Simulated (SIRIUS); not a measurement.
Set up this calculation in SIRIUS 7.12.0, as the native input.

```
Task                                        : single point
Functional                                  : PBEsol
Potentials or basis                         : PseudoDojo 0.4.1 PBEsol standard (scalar relativistic)
Cutoff                                      : 915 eV
Density cutoff                              : 3659 eV
k mesh                                      : 10 × 10 × 10
Occupations                                 : fermi-dirac, width 0.05 eV
Spin                                        : no spin polarisation
Libxc names                                 : ["XC_GGA_X_PBE_SOL", "XC_GGA_C_PBE_SOL"]
Energy tol                                  : 1e-08 Ha
Density tol                                 : 1e-06
Mixer                                       : anderson
Mixing beta                                 : 0.7
Max scf                                     : 100
Radial cutoff for the potentials' integrals : 6.5 bohr
```

Crystal: Zr.

```xyz
1
Lattice="-1.8443 1.8602 1.7746 1.8791 -1.8715 1.8207 1.7505 1.7778 -1.7858" Properties=species:S:1:pos:R:3 pbc="T T T"
Zr   -0.0278    0.0705    0.0110
```

The cell isn't the ideal one: cell strained at random at fixed volume.

One way to write it, as run:

sirius.json

```json
{
  "control": {
    "processing_unit": "cpu",
    "verbosity": 2,
    "num_bands_to_print": 13,
    "print_forces": true,
    "print_stress": true
  },
  "parameters": {
    "electronic_structure_method": "pseudopotential",
    "xc_functionals": ["XC_GGA_X_PBE_SOL", "XC_GGA_C_PBE_SOL"],
    "gk_cutoff": 8.2,
    "pw_cutoff": 16.4,
    "ngridk": [10, 10, 10],
    "shiftk": [0, 0, 0],
    "smearing": "fermi_dirac",
    "smearing_width": 0.0018374661,
    "num_bands": 13,
    "num_mag_dims": 0,
    "num_dft_iter": 100,
    "energy_tol": 1e-08,
    "density_tol": 1e-06
  },
  "iterative_solver": {
    "type": "davidson",
    "min_tolerance": 1e-10
  },
  "mixer": {
    "type": "anderson",
    "beta": 0.7,
    "max_history": 8
  },
  "settings": {
    "tol_ne": 1e-10,
    "pseudo_grid_cutoff": 6.5
  },
  "unit_cell": {
    "lattice_vectors": [
      [-3.48516708959, 3.515334677443, 3.353451288977],
      [3.551029714211, -3.536614883333, 3.440594119488],
      [3.308041170202, 3.359488963945, -3.374731494867]
    ],
    "atom_coordinate_units": "lattice",
    "atom_types": ["Zr"],
    "atom_files": {
      "Zr": "Zr.json"
    },
    "atoms": {
      "Zr": [
        [0.022387, -0.003988, 0.012007]
      ]
    }
  }
}
```

Potentials or basis: PseudoDojo 0.4.1 PBEsol standard (scalar relativistic).

Command:

```bash
$ upf_to_json Zr.upf
$ OMP_NUM_THREADS=1 sirius.scf --input=sirius.json --output=out.json --task=0
```

Results of the run:

The pressure is -6.9 GPa. The band gap on the k mesh is none (metal or under the smearing width).

Wall time 2.7 min on 1 thread of AMD EPYC 7R43 64-Core Processor (Zen 3), with other jobs on the host, peak memory 1.1 GiB.
